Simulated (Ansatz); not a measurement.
Base system: InN in the zinc blende structure (space group F-43m, No. 216; a = 5.0490 Å). Axes: x, y, z lie along the cube axes.

Computed with DFT with PBE, PAW potentials and a 420 eV plane-wave cutoff in Ansatz (a quantum-chemistry and plane-wave program), scalar-relativistic without spin-orbit coupling.

Strains are applied to the cell and any free atomic positions relax.

One change was made to it. Results:

The energy increases by 0.9 meV/atom; the shortest interatomic distance drops by 0.003 Å (2.186 Å → 2.183 Å); the pressure (mean of the normal stresses, compression positive) stays 0.0 GPa.

Problem. Which of these changes matches the shifts?
A) tensor shear ε_xy = −0.77 %
B) isotropic strain +4.40 %
C) tensor shear ε_xz = +2.90 %

Solution. A, tensor shear ε_xy = −0.77 %. For comparison, the energy relative to the base in the other runs: tensor shear ε_xz = +2.90 % gives +13 meV/atom; isotropic strain +4.40 % gives +90 meV/atom.

A case with no gap was solved on a k-mesh chosen for an insulator, which is coarse for it. No phonon test of stability was made. The final runs are not spin-polarised. This is not the structure that InN has at room temperature and ambient pressure.
